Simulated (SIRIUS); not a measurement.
InAs, 2 atoms in the cell. It takes space group Fm-3m (No. 225, cubic). Conventional cell: a = 5.755 Å, b = 5.755 Å, c = 5.755 Å, α = 90.00°, β = 90.00°, γ = 90.00°. Around In (site symmetry m-3m) lie 6 As at 2.88 Å. As (site symmetry m-3m) is surrounded by 6 In at 2.88 Å. Measurements of this composition are mostly on another form, of space group No. 216.

| Property | Result |
| --- | --- |
| Program | SIRIUS 7.10.0 |
| Task | single point |
| Functional | PBEsol |
| Potentials or basis | PseudoDojo 0.4.1 PBEsol standard (scalar relativistic) |
| Cutoff | 1152 eV |
| Density cutoff | 4606 eV |
| k mesh | 8 × 8 × 8 |
| Occupations | fermi-dirac, width 0.05 eV |
| Spin | no spin polarisation |
| Libxc names | ["XC_GGA_X_PBE_SOL", "XC_GGA_C_PBE_SOL"] |
| Energy tol | 1e-08 Ha |
| Density tol | 1e-06 |
| Mixer | anderson |
| Mixing beta | 0.7 |
| Max scf | 100 |
| Radial cutoff for the potentials' integrals | 6.5 bohr |

Potentials or basis: PseudoDojo 0.4.1 PBEsol standard (scalar relativistic).

Run with:

```bash
$ upf_to_json As.upf
$ upf_to_json In.upf
$ OMP_NUM_THREADS=1 sirius.scf --input=sirius.json --output=out.json --task=0
```

Hardware: 1 thread of Arm Neoverse V2, with other jobs on the host.

Question: How long does it take, and how much memory?

Answer: Run time: 45 s on 1 thread of Arm Neoverse V2 (shared host), peak memory 0.45 GiB. Counts: scf iterations 11, k points 29, plane waves 4279, bands 22.
